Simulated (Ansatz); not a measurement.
Input and command of a plane-wave DFT calculation in Ansatz:

```yaml
crystal:
  lattice:
    - [1.3633415107, -3.9476390407, -0.0158701546]
    - [1.3633415107, 3.9476390407, -0.0158701546]
    - [-0.1541913295, 0.0, 3.2733653378]
  atoms:
    - { symbol: Ga, position: [0.8662532749, 0.1337467251, 0.25] }
    - { symbol: Ga, position: [0.1337467251, 0.8662532749, 0.75] }
basis:
  ecutwfc: 420
kpoints:
  mp_grid: { grid: [16, 16, 12] }
hamiltonian:
  xc: pbesol
scf:
  occupations: { method: fermi_dirac, width: 0.15 }
output:
  forces: true
  stress: true
  eigenvalues: true
  write_density: true
  write_potential: true
  elf: true
  volumetric_format: npy
relax:
  adjacent_minimum: "off"
  f_tol: 0.001
  max_steps: 60
  cell: { stress_tol: 0.01, fix: [volume] }
```

```bash
ansatz run input.yaml --threads 1 --pin off --max-ram 3072MiB --backend cpu --events-out ev --progress --plain --runs-dir out
```

Processor: Intel(R) Xeon(R) 6975P-C (Granite Rapids), 1 thread, on a host shared with other jobs.

Problem. How long does it run, and how much memory does it take?

Solution. About 94 s on 1 thread of Intel(R) Xeon(R) 6975P-C (Granite Rapids) (shared host), peak memory 0.78 GiB. It solves 17 bands at 826 k points (the mesh reduced by symmetry) with about 681 plane waves, in 36 SCF iterations over 8 ionic steps.
